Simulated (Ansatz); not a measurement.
**Zinc, diamond under PBEsol: from relaxation to bulk modulus**

What does PBEsol give for zinc in the diamond structure? We relax it, solve it on a dense k-mesh, then scale the cell to 7 volumes from 88 to 112 % of the relaxed one and try a fit of the equation of state. Spin polarisation is left out. The k-meshes are 10×10×10 for the relaxation; 16×16×16 for the dense run; 11×11×11 for the volumes.

This is Zn in the diamond structure; at room conditions it is hcp.

Computed with Ansatz 0.2.0 (DFT PBEsol, plane waves (420 eV) with PAW, scalar-relativistic; the PAW data stem from PBE, with regenerated cores, unless a step says otherwise).

## (1) The structure to begin with

The structure is cubic, space group Fd-3m (No. 227). Conventional cell: a = 5.477 Å, b = 5.477 Å, c = 5.477 Å, α = 90.00°, β = 90.00°, γ = 90.00°. Around Zn (site symmetry -43m) lie 4 Zn at 2.37 Å.

Coordinates:

```cif
data_structure
_symmetry_space_group_name_H-M 'P 1'
_symmetry_Int_Tables_number 1
_cell_length_a 3.8726
_cell_length_b 3.8726
_cell_length_c 3.8726
_cell_angle_alpha 60.000
_cell_angle_beta 60.000
_cell_angle_gamma 60.000
_cell_volume 41.07
loop_
_atom_site_label
_atom_site_type_symbol
_atom_site_fract_x
_atom_site_fract_y
_atom_site_fract_z
_atom_site_occupancy
Zn1 Zn 0.12500 0.12500 0.12500 1
Zn2 Zn 0.87500 0.87500 0.87500 1
```

## (2) Relaxation of the cell

input.yaml

```yaml
crystal:
  lattice:
    - [0.0, 2.7383746181, 2.7383746181]
    - [2.7383746181, 0.0, 2.7383746181]
    - [2.7383746181, 2.7383746181, 0.0]
  atoms:
    - { symbol: Zn, position: [0.125, 0.125, 0.125] }
    - { symbol: Zn, position: [0.875, 0.875, 0.875] }
hamiltonian:
  xc: pbesol
  pseudopotentials:
    kind: paw
    azcp:
      Zn: "pseudopotentials/Zn.paw.azcp"
basis:
  ecutwfc: 420
  fft_grid_basis: typed
kpoints:
  mp_grid: { grid: [10, 10, 10], shift: [0, 0, 0] }
magnetization:
  spin_polarized: false
scf:
  occupations: { method: fermi_dirac, width: 0.1 }
relax:
  max_steps: 60
  f_tol: 0.01
  cell: {}
```

What it wrote:

```text
Warning: <dir> the record states the generating functional pbe (its physics header spells it `PBE`), which answers neither for hamiltonian.xc's functional nor for the pbesol family's — results may be inconsistent (PPs are generated against a specific XC)
Warning: RAYON_NUM_THREADS=2 ignored (pool sized by the plan → 2); use --threads N
Engine: ansatz 0.2.0, x86_64-unknown-linux-gnu
Pseudopotentials: kind: paw
Pseudopotential: Zn, paw, valence charge 12, recommended cutoff 420 eV (normal), <dir>
Functional definition: PBEsol
  exchange = pbesol_x
  correlation = pbesol_c
Crystal: 2 atoms, lattice volume = 41.068 Å³
Basis set: ecut = 420 eV, 821 PW (Γ), exchange–correlation on 54×54×54 points (8 copies of the dense FFT grid, shifted against one another)
Bands: 16, of which v1, the nominal top of the filled ones, is band 12 counted from 1 (11 counted from 0)
Symmetry: 48 space group operations
Space group: Fd-3m (ITA 227), of the structure as read, at distance tolerance 3.5e-5 Å
k-points: 47 of 1000
Non-local potential: Zn, projectors of the file, l = 0: 2, l = 1: 2, l = 2: 3, l = 3: 1
PAW form: soft (Blöchl's): semilocal exchange-correlation on the pseudo side does not see the compensation charge
PAW frozen core: Zn, regenerated for the run's functional, and the local potential with it (the file was generated under x = pbe(κ = 0.804, μ = 0.2195149727645171), c = pbe(β = 0.06672455060314922))
PAW one-centre angular grid: Zn, 590 points (default); XC on 64 Gauss nodes
Initial density: superposition of atomic densities (neutral atoms: chi_scale 0, normalization atom), corrected by the library's trained network
Initial wavefunctions: pseudopotential atomic-orbital guess
Functional: x = pbesol(κ = 0.804, μ = 0.12345679012345678), c = pbesol(β = 0.046)
SCF iter   1: F=—  HF=-6560.553125 eV  |F-HF|=—  |Δ(HF+E_count)|=         —  Δρ=2.67e-3  dr2=1.39e-3  ethr=1.77e-3  ⟨swp⟩=5.3  Hψ=3762  notcnv=0
preconditioner: auto → Kerker (q_TF=auto, 2.495 Å⁻¹)  [metal: Δε(μ)=0.224 eV  Ē_g=11.650 eV  σ=0.100 eV  W_gap=0.43  n_scr=14 (ndim 8)  ℏωp=28.4 eV  f_vac=0.003  D(μ)=0.80/eV (n_scr^D=0)]
SCF iter   2: F=—  HF=-6560.552995 eV  |F-HF|=—  |Δ(HF+E_count)|=   1.30e-4  Δρ=5.65e-4  dr2=6.58e-5  ethr=5.79e-6  ⟨swp⟩=2.0  Hψ=1679  notcnv=0
SCF iter   3: F=—  HF=-6560.552918 eV  |F-HF|=—  |Δ(HF+E_count)|=   7.70e-5  Δρ=3.89e-4  dr2=3.08e-5  ethr=2.74e-7  ⟨swp⟩=2.0  Hψ=1306  notcnv=0
SCF iter   4: F=—  HF=-6560.552941 eV  |F-HF|=—  |Δ(HF+E_count)|=   2.32e-5  Δρ=7.40e-5  dr2=1.44e-6  ethr=1.29e-7  ⟨swp⟩=2.2  Hψ=1294  notcnv=0
SCF iter   5: F=—  HF=-6560.552942 eV  |F-HF|=—  |Δ(HF+E_count)|=   4.96e-7  Δρ=2.61e-5  dr2=4.79e-7  ethr=5.99e-9  ⟨swp⟩=2.0  Hψ=1222  notcnv=0
SCF iter   6: F=-6560.552942 eV  HF=-6560.552942 eV  |F-HF|=8.83e-10  |Δ(HF+E_count)|=   1.45e-7  Δρ=8.87e-6  dr2=4.40e-8  ethr=4.17e-10  ⟨swp⟩=3.0  Hψ=3233  notcnv=0
SCF 1 converged in 6 iterations: F = -6560.552942 eV  dr2 = 4.40e-8
relax step   1: F+E_penalty+E_count = -6560.55294208 eV  Δ(F+E_penalty+E_count) = +0.000e0 eV  max|allowed force component| = 2.313e-17 eV/Å  Δτ_max = 0.0000 Å  P = +4.341 GPa  Ω = 41.068 Å³  (6 SCF iters, dr2 threshold 1.00e-7 eV, accepted)
Crystal: 2 atoms, lattice volume = 42.640 Å³
Basis set: ecut = 420 eV, 869 PW (Γ), exchange–correlation on 54×54×54 points (8 copies of the dense FFT grid, shifted against one another)
Initial density: handed on by an earlier stage of this run
Initial wavefunctions: those handed on with the density
iter 1 solved again at ethr=1.09e-5 eV; its pass at ethr=3.10e-3 eV (dr2=2.62e-3 eV) is discarded
SCF iter   1: F=—  HF=-6560.585911 eV  |F-HF|=—  |Δ(HF+E_count)|=         —  Δρ=3.14e-3  dr2=2.75e-3  ethr=1.09e-5  ⟨swp⟩=2.0  Hψ=5172  notcnv=0
preconditioner: auto → Kerker (q_TF=auto, 2.479 Å⁻¹)  [metal: Δε(μ)=0.235 eV  Ē_g=11.546 eV  σ=0.100 eV  W_gap=0.44  n_scr=14 (ndim 8)  ℏωp=27.9 eV  f_vac=0.003  D(μ)=0.83/eV (n_scr^D=0)]
SCF iter   2: F=—  HF=-6560.585204 eV  |F-HF|=—  |Δ(HF+E_count)|=   7.08e-4  Δρ=5.33e-4  dr2=1.11e-4  ethr=1.09e-5  ⟨swp⟩=2.0  Hψ=1230  notcnv=0
SCF iter   3: F=—  HF=-6560.585031 eV  |F-HF|=—  |Δ(HF+E_count)|=   1.72e-4  Δρ=6.54e-4  dr2=1.74e-4  ethr=4.61e-7  ⟨swp⟩=2.0  Hψ=1270  notcnv=0
SCF iter   4: F=—  HF=-6560.584964 eV  |F-HF|=—  |Δ(HF+E_count)|=   6.75e-5  Δρ=1.77e-4  dr2=6.59e-6  ethr=4.61e-7  ⟨swp⟩=2.1  Hψ=1243  notcnv=0
SCF iter   5: F=—  HF=-6560.584971 eV  |F-HF|=—  |Δ(HF+E_count)|=   7.44e-6  Δρ=2.33e-5  dr2=4.31e-7  ethr=2.75e-8  ⟨swp⟩=2.0  Hψ=1268  notcnv=0
SCF iter   6: F=-6560.584971 eV  HF=-6560.584971 eV  |F-HF|=9.22e-9  |Δ(HF+E_count)|=   1.48e-8  Δρ=1.10e-5  dr2=8.50e-8  ethr=8.33e-10  ⟨swp⟩=4.1  Hψ=2613  notcnv=0
SCF 2 converged in 6 iterations: F = -6560.584971 eV  dr2 = 8.50e-8
relax step   2: F+E_penalty+E_count = -6560.58497102 eV  Δ(F+E_penalty+E_count) = -3.203e-2 eV  max|allowed force component| = 2.544e-16 eV/Å  Δτ_max = 0.0000 Å  P = +2.386 GPa  Ω = 42.640 Å³  energy of the carried Pulay correction = -6.135e-4 eV  (6 SCF iters, dr2 threshold 2.00e-7 eV, accepted)
Crystal: 2 atoms, lattice volume = 44.728 Å³
Basis set: ecut = 420 eV, 893 PW (Γ), exchange–correlation on 54×54×54 points (8 copies of the dense FFT grid, shifted against one another)
iter 1 solved again at ethr=1.52e-5 eV; its pass at ethr=3.10e-3 eV (dr2=3.65e-3 eV) is discarded
SCF iter   1: F=—  HF=-6560.602933 eV  |F-HF|=—  |Δ(HF+E_count)|=         —  Δρ=3.78e-3  dr2=4.27e-3  ethr=1.52e-5  ⟨swp⟩=2.0  Hψ=5524  notcnv=0
preconditioner: auto → Kerker (q_TF=auto, 2.459 Å⁻¹)  [metal: Δε(μ)=0.200 eV  Ē_g=11.332 eV  σ=0.100 eV  W_gap=0.41  n_scr=14 (ndim 8)  ℏωp=27.2 eV  f_vac=0.011  D(μ)=0.90/eV (n_scr^D=0)]
SCF iter   2: F=—  HF=-6560.601840 eV  |F-HF|=—  |Δ(HF+E_count)|=   1.09e-3  Δρ=6.56e-4  dr2=1.95e-4  ethr=1.52e-5  ⟨swp⟩=2.0  Hψ=1238  notcnv=0
SCF iter   3: F=—  HF=-6560.601575 eV  |F-HF|=—  |Δ(HF+E_count)|=   2.64e-4  Δρ=7.74e-4  dr2=2.74e-4  ethr=8.11e-7  ⟨swp⟩=2.0  Hψ=1272  notcnv=0
SCF iter   4: F=—  HF=-6560.601465 eV  |F-HF|=—  |Δ(HF+E_count)|=   1.10e-4  Δρ=2.13e-4  dr2=1.27e-5  ethr=8.11e-7  ⟨swp⟩=2.2  Hψ=1232  notcnv=0
SCF iter   5: F=—  HF=-6560.601477 eV  |F-HF|=—  |Δ(HF+E_count)|=   1.16e-5  Δρ=3.61e-5  dr2=8.92e-7  ethr=5.28e-8  ⟨swp⟩=2.0  Hψ=1261  notcnv=0
SCF iter   6: F=-6560.601477 eV  HF=-6560.601477 eV  |F-HF|=3.02e-10  |Δ(HF+E_count)|=   7.35e-8  Δρ=1.71e-5  dr2=1.65e-7  ethr=8.33e-10  ⟨swp⟩=4.8  Hψ=2826  notcnv=0
SCF 3 converged in 6 iterations: F = -6560.601477 eV  dr2 = 1.65e-7
relax step   3: F+E_penalty+E_count = -6560.60147673 eV  Δ(F+E_penalty+E_count) = -1.651e-2 eV  max|allowed force component| = 2.868e-16 eV/Å  Δτ_max = 0.0000 Å  P = +0.365 GPa  Ω = 44.728 Å³  energy of the carried Pulay correction = -1.394e-3 eV  (6 SCF iters, dr2 threshold 2.00e-7 eV, accepted)
Crystal: 2 atoms, lattice volume = 45.166 Å³
iter 1 solved again at ethr=1.55e-6 eV; its pass at ethr=3.10e-3 eV (dr2=3.71e-4 eV) is discarded
SCF iter   1: F=—  HF=-6560.601882 eV  |F-HF|=—  |Δ(HF+E_count)|=         —  Δρ=7.40e-4  dr2=1.67e-4  ethr=1.55e-6  ⟨swp⟩=2.0  Hψ=4796  notcnv=0
preconditioner: auto → Kerker (q_TF=auto, 2.455 Å⁻¹)  [metal: Δε(μ)=0.185 eV  Ē_g=11.234 eV  σ=0.100 eV  W_gap=0.39  n_scr=14 (ndim 8)  ℏωp=27.1 eV  f_vac=0.012  D(μ)=0.92/eV (n_scr^D=0)]
SCF iter   2: F=—  HF=-6560.601841 eV  |F-HF|=—  |Δ(HF+E_count)|=   4.09e-5  Δρ=1.35e-4  dr2=9.99e-6  ethr=6.95e-7  ⟨swp⟩=2.0  Hψ=1229  notcnv=0
SCF iter   3: F=—  HF=-6560.601831 eV  |F-HF|=—  |Δ(HF+E_count)|=   1.02e-5  Δρ=1.55e-4  dr2=1.17e-5  ethr=4.16e-8  ⟨swp⟩=2.0  Hψ=1251  notcnv=0
SCF iter   4: F=—  HF=-6560.601827 eV  |F-HF|=—  |Δ(HF+E_count)|=   4.59e-6  Δρ=4.71e-5  dr2=6.82e-7  ethr=4.16e-8  ⟨swp⟩=2.5  Hψ=1299  notcnv=0
SCF iter   5: F=-6560.601827 eV  HF=-6560.601827 eV  |F-HF|=1.61e-8  |Δ(HF+E_count)|=   4.03e-7  Δρ=8.57e-6  dr2=7.15e-8  ethr=8.33e-10  ⟨swp⟩=5.0  Hψ=3105  notcnv=0
SCF 4 converged in 5 iterations: F = -6560.601827 eV  dr2 = 7.15e-8
relax step   4: F+E_penalty+E_count = -6560.60182708 eV  Δ(F+E_penalty+E_count) = -3.504e-4 eV  max|allowed force component| = 2.498e-16 eV/Å  Δτ_max = 0.0000 Å  P = +0.011 GPa  Ω = 45.166 Å³  energy of the carried Pulay correction = -1.553e-3 eV  (5 SCF iters, dr2 threshold 2.00e-7 eV, accepted)
Initial wavefunctions: pseudopotential atomic-orbital guess (no wavefunctions were taken with the density)
iter 1 solved again at ethr=3.78e-6 eV; its pass at ethr=3.10e-3 eV (dr2=9.07e-4 eV) is discarded
SCF iter   1: F=—  HF=-6560.601357 eV  |F-HF|=—  |Δ(HF+E_count)|=         —  Δρ=1.06e-3  dr2=1.44e-5  ethr=3.78e-6  ⟨swp⟩=2.0  Hψ=5280  notcnv=0
preconditioner: auto → Kerker (q_TF=auto, 2.455 Å⁻¹)  [metal: Δε(μ)=0.184 eV  Ē_g=11.223 eV  σ=0.100 eV  W_gap=0.38  n_scr=14 (ndim 8)  ℏωp=27.1 eV  f_vac=0.012  D(μ)=0.92/eV (n_scr^D=0)]
SCF iter   2: F=—  HF=-6560.603011 eV  |F-HF|=—  |Δ(HF+E_count)|=   1.65e-3  Δρ=5.62e-4  dr2=9.87e-6  ethr=6.01e-8  ⟨swp⟩=2.0  Hψ=1325  notcnv=0
SCF iter   3: F=—  HF=-6560.603434 eV  |F-HF|=—  |Δ(HF+E_count)|=   4.23e-4  Δρ=1.94e-4  dr2=4.19e-7  ethr=4.11e-8  ⟨swp⟩=2.0  Hψ=1294  notcnv=0
SCF iter   4: F=—  HF=-6560.603493 eV  |F-HF|=—  |Δ(HF+E_count)|=   5.91e-5  Δρ=1.07e-5  dr2=1.67e-8  ethr=1.75e-9  ⟨swp⟩=2.0  Hψ=1313  notcnv=0
SCF iter   5: F=—  HF=-6560.603493 eV  |F-HF|=—  |Δ(HF+E_count)|=   1.28e-7  Δρ=4.96e-6  dr2=1.90e-9  ethr=6.97e-11  ⟨swp⟩=2.0  Hψ=1249  notcnv=0
SCF iter   6: F=—  HF=-6560.603493 eV  |F-HF|=—  |Δ(HF+E_count)|=   1.40e-8  Δρ=1.75e-6  dr2=1.85e-10  ethr=7.90e-12  ⟨swp⟩=2.0  Hψ=1303  notcnv=0
SCF iter   7: F=-6560.603493 eV  HF=-6560.603493 eV  |F-HF|=4.55e-12  |Δ(HF+E_count)|=   4.11e-9  Δρ=1.22e-7  dr2=1.39e-11  ethr=1.00e-12  ⟨swp⟩=5.1  Hψ=3211  notcnv=0
SCF 5 converged in 7 iterations: F = -6560.603493 eV  dr2 = 1.39e-11
relax step   5: F+E_penalty+E_count = -6560.60349327 eV  Δ(F+E_penalty+E_count) = -1.666e-3 eV  max|allowed force component| = 2.637e-16 eV/Å  Δτ_max = 0.0000 Å  P = +0.018 GPa  Ω = 45.166 Å³  stress off target by 1.84e-2 GPa  SCF on the basis re-selected at this cell (its energy is not comparable with the rows above)  (7 SCF iters)
basis re-selected at this cell: Δ(F+E_penalty+E_count) = -1.666e-3 eV, ΔP = +0.008 GPa vs the last step (what re-selecting the basis moved, of the pressure what is left beyond the Pulay correction that the steps carried, after the strain that the cell walked since its last selection, with what the two solves' SCF thresholds leave and, on support functions, any second-order correction that the steps lacked; it is no measure of the basis error at this ecutwfc). This SCF's stress stands 1.84e-2 GPa from its target on what of the cell is left free (relax.cell.stress_tol is 5.00e-2 GPa) and its largest allowed force component is 2.64e-16 eV/Å (relax.f_tol is 1.00e-2 eV/Å): within both
SCF converged after 7 iterations
Free energy (F): -6560.603493 eV
Harris-Foulkes:  -6560.603493 eV  (|F-HF|=4.55e-12)
Internal energy: -6560.573226 eV  (E = F + TS)
E sigma→0 (E₀):  -6560.588359 eV
Entropy (-TS):   -0.030268 eV (-15.134 meV/atom)
Fermi energy:    5.763544 eV
--- Per-component energies (eV) ---
  E_band       = -19.273082
  E_kinetic    = 260.862007
  E_local      = -3830.707804  (includes V_loc(G=0)·N_el)
  E_nonlocal   = 1223.005752
  E_hartree    = 1605.565526
  E_xc         = -270.855631
  E_vxc        = -104.010258  (∫ρ·V_xc dr)
  E_paw        = -3574.188139  (= ΣΔE_a)
  E_vpaw       = -779.553318  (= ΣTr[D̂ρ^β])
  E_aug_tail   = -0.000690  (compensation charges beyond the density's cutoff)
  E_ewald      = -1975.848956
  E_core_change = 1.594710  (= ΣΔE_core)
  E_smearing   = -0.030268  (= −TS)
  E_closure    = -0.000000  (closes the sum)
  Σ components = -6560.603493   (vs F -6560.603493, Δ=0.00e0)
--- Forces (eV/Å), atoms counted from 1 ---
  atom   1  Zn     0.00000000     0.00000000     0.00000000
  atom   2  Zn    -0.00000000    -0.00000000    -0.00000000
  max |Σ_I F_I| component: 1.85e-17 eV/Å
--- Stress (GPa, compression-positive) ---
        0.018372       0.000000       0.000000
        0.000000       0.018372       0.000000
        0.000000       0.000000       0.018372
  P = ⅓ Tr σ = 0.0184 GPa (0.184 kbar)
--- Relaxed structure (4 steps of the walk, 4 accepted, 1 SCFs on fresh bases) ---
  F+E_penalty+E_count = -6560.60349327 eV   max|allowed force component| = 2.637e-16 eV/Å   (the final SCF, on the basis selected at the relaxed cell)
  cell:  # Å, volume = 45.1662 Å³
    - [1.2483661589517977e-33, 2.8265797820492544, 2.8265797820492544]
    - [2.8265797820492544, 3.808790583697075e-33, 2.8265797820492544]
    - [2.8265797820492544, 2.8265797820492544, 3.044484789655115e-33]
  atoms:
    - { symbol: Zn, position: [0.125, 0.125, 0.125] }
    - { symbol: Zn, position: [0.875, 0.875, 0.875] }
```

It took 6.4 s on 2 threads of an x86-64 CPU, shared host; peak memory 0.37 GiB.

The walk, from the log:

| step | energy change (meV/atom) | largest force (eV/Å) | pressure (GPa) | volume (Å³/atom) |
| --- | --- | --- | --- | --- |
| 1 | 0.00 | 0.0000 | 4.34 | 20.534 |
| 2 | -16.01 | 0.0000 | 2.39 | 21.320 |
| 3 | -24.27 | 0.0000 | 0.37 | 22.364 |
| 4 | -24.44 | 0.0000 | 0.01 | 22.583 |
| 5 | -25.28 | 0.0000 | 0.02 | 22.583 |

Steps that repeat a cell are solved on a basis chosen anew, so their changes of energy are no gain of the relaxation.

The cell of the run, before and after:

|  | before | after | change |
| --- | --- | --- | --- |
| a (Å) | 3.873 | 3.997 | +3.2 % |
| b (Å) | 3.873 | 3.997 | +3.2 % |
| c (Å) | 3.873 | 3.997 | +3.2 % |
| volume (Å³/atom) | 20.534 | 22.583 | +10.0 % |
| shortest distance (Å) | 2.372 | 2.448 | +3.2 % |
| space group (spins left aside) | Fd-3m | Fd-3m | same |

## (3) Single point on a dense mesh

input.yaml

```yaml
crystal:
  lattice:
    - [0.0, 2.826579782, 2.826579782]
    - [2.826579782, 0.0, 2.826579782]
    - [2.826579782, 2.826579782, 0.0]
  atoms:
    - { symbol: Zn, position: [0.125, 0.125, 0.125] }
    - { symbol: Zn, position: [0.875, 0.875, 0.875] }
hamiltonian:
  xc: pbesol
  pseudopotentials:
    kind: paw
    azcp:
      Zn: "pseudopotentials/Zn.paw.azcp"
basis:
  ecutwfc: 420
  fft_grid_basis: typed
kpoints:
  mp_grid: { grid: [16, 16, 16], shift: [0, 0, 0] }
magnetization:
  spin_polarized: false
scf:
  occupations: { method: fermi_dirac, width: 0.1 }
```

What it wrote (excerpt; [...] marks lines left out):

```text
Warning: <dir> the record states the generating functional pbe (its physics header spells it `PBE`), which answers neither for hamiltonian.xc's functional nor for the pbesol family's — results may be inconsistent (PPs are generated against a specific XC)
Warning: RAYON_NUM_THREADS=2 ignored (pool sized by the plan → 2); use --threads N
[...]
[... 3 set-up lines as earlier in the session ...]
[...]
Crystal: 2 atoms, lattice volume = 45.166 Å³
Basis set: ecut = 420 eV, 893 PW (Γ)
Bands: 16, of which v1, the nominal top of the filled ones, is band 12 counted from 1 (11 counted from 0)
[... 1 set-up line as earlier in the session ...]
Space group: Fd-3m (ITA 227), of the structure as read, at distance tolerance 3.6e-5 Å
k-points: 145 of 4096
[...]
SCF iter   1: F=—  HF=-6560.606606 eV  |F-HF|=—  |Δ(HF+E_count)|=         —  Δρ=2.45e-3  dr2=1.54e-3  ethr=1.77e-3  ⟨swp⟩=5.6  Hψ=11464  notcnv=0
[...]
SCF iter   7: F=-6560.606211 eV  HF=-6560.606211 eV  |F-HF|=1.20e-9  |Δ(HF+E_count)|=   2.56e-8  Δρ=2.36e-6  dr2=3.08e-9  ethr=4.17e-10  ⟨swp⟩=2.2  Hψ=4706  notcnv=0
[...]
SCF converged after 7 iterations
Free energy (F): -6560.606211 eV
[...]
E sigma→0 (E₀):  -6560.592232 eV
Entropy (-TS):   -0.027960 eV (-13.980 meV/atom)
Fermi energy:    5.771806 eV
[...]
```

Wall time 3.5 s (2 threads of an x86-64 CPU, shared host); peak memory 0.39 GiB.

## (4) At 88 % of the relaxed volume

input.yaml

```yaml
crystal:
  lattice:
    - [0.0, 2.7086660991, 2.7086660991]
    - [2.7086660991, 0.0, 2.7086660991]
    - [2.7086660991, 2.7086660991, 0.0]
  atoms:
    - { symbol: Zn, position: [0.125, 0.125, 0.125] }
    - { symbol: Zn, position: [0.875, 0.875, 0.875] }
hamiltonian:
  xc: pbesol
  pseudopotentials:
    kind: paw
    azcp:
      Zn: "pseudopotentials/Zn.paw.azcp"
basis:
  ecutwfc: 420
  fft_grid_basis: typed
kpoints:
  mp_grid: { grid: [11, 11, 11], shift: [0, 0, 0] }
magnetization:
  spin_polarized: false
scf:
  occupations: { method: fermi_dirac, width: 0.1 }
  lower_state_search: "off"
output:
  stress: true
```

What it wrote (excerpt; [...] marks lines left out):

```text
Warning: <dir> the record states the generating functional pbe (its physics header spells it `PBE`), which answers neither for hamiltonian.xc's functional nor for the pbesol family's — results may be inconsistent (PPs are generated against a specific XC)
Warning: RAYON_NUM_THREADS=2 ignored (pool sized by the plan → 2); use --threads N
[...]
[... 3 set-up lines as earlier in the session ...]
[...]
Crystal: 2 atoms, lattice volume = 39.746 Å³
Basis set: ecut = 420 eV, 749 PW (Γ)
Bands: 16, of which v1, the nominal top of the filled ones, is band 12 counted from 1 (11 counted from 0)
[... 1 set-up line as earlier in the session ...]
Space group: Fd-3m (ITA 227), of the structure as read, at distance tolerance 3.4e-5 Å
k-points: 56 of 1331
[...]
SCF iter   1: F=—  HF=-6560.512024 eV  |F-HF|=—  |Δ(HF+E_count)|=         —  Δρ=2.69e-3  dr2=1.22e-3  ethr=1.77e-3  ⟨swp⟩=5.4  Hψ=4438  notcnv=0
[...]
SCF iter   6: F=-6560.511964 eV  HF=-6560.511964 eV  |F-HF|=2.76e-9  |Δ(HF+E_count)|=   7.14e-8  Δρ=4.64e-6  dr2=5.52e-9  ethr=1.12e-10  ⟨swp⟩=2.8  Hψ=3739  notcnv=0
[...]
SCF converged after 6 iterations
Free energy (F): -6560.511964 eV
[...]
E sigma→0 (E₀):  -6560.500917 eV
Entropy (-TS):   -0.022095 eV (-11.047 meV/atom)
Fermi energy:    7.073523 eV
[...]
--- Stress (GPa, compression-positive) ---
        6.383319       0.000000       0.000000
       -0.000000       6.383319       0.000000
        0.000000      -0.000000       6.383319
  P = ⅓ Tr σ = 6.3833 GPa (63.833 kbar)
```

It took 1.9 s on 2 threads of an x86-64 CPU, shared host; peak memory 0.35 GiB.

## (5) At 92 % of the relaxed volume

Changes to input.yaml since step 4:

```diff
@@ -2,5 +2,5 @@
   lattice:
-    - [0.0, 2.7086660991, 2.7086660991]
-    - [2.7086660991, 0.0, 2.7086660991]
-    - [2.7086660991, 2.7086660991, 0.0]
+    - [0.0, 2.7490999124, 2.7490999124]
+    - [2.7490999124, 0.0, 2.7490999124]
+    - [2.7490999124, 2.7490999124, 0.0]
   atoms:
```

What it wrote (excerpt; [...] marks lines left out):

```text
Warning: <dir> the record states the generating functional pbe (its physics header spells it `PBE`), which answers neither for hamiltonian.xc's functional nor for the pbesol family's — results may be inconsistent (PPs are generated against a specific XC)
Warning: RAYON_NUM_THREADS=2 ignored (pool sized by the plan → 2); use --threads N
[...]
[... 3 set-up lines as earlier in the session ...]
[...]
Crystal: 2 atoms, lattice volume = 41.553 Å³
Basis set: ecut = 420 eV, 869 PW (Γ)
Bands: 16, of which v1, the nominal top of the filled ones, is band 12 counted from 1 (11 counted from 0)
[... 2 set-up lines as earlier in the session ...]
k-points: 56 of 1331
[...]
SCF iter   1: F=—  HF=-6560.568477 eV  |F-HF|=—  |Δ(HF+E_count)|=         —  Δρ=2.67e-3  dr2=1.40e-3  ethr=1.77e-3  ⟨swp⟩=5.3  Hψ=4454  notcnv=0
[...]
SCF iter   6: F=-6560.568318 eV  HF=-6560.568318 eV  |F-HF|=3.12e-10  |Δ(HF+E_count)|=   1.42e-7  Δρ=8.21e-6  dr2=3.77e-8  ethr=4.17e-10  ⟨swp⟩=3.1  Hψ=3900  notcnv=0
[...]
SCF converged after 6 iterations
Free energy (F): -6560.568318 eV
[...]
E sigma→0 (E₀):  -6560.556856 eV
Entropy (-TS):   -0.022925 eV (-11.462 meV/atom)
Fermi energy:    6.603239 eV
[...]
--- Stress (GPa, compression-positive) ---
        3.719907      -0.000000       0.000000
       -0.000000       3.719907       0.000000
        0.000000       0.000000       3.719907
  P = ⅓ Tr σ = 3.7199 GPa (37.199 kbar)
```

It took 1.7 s on 2 threads of an x86-64 CPU, shared host; peak memory 0.35 GiB.

[end of part 1 of 2]
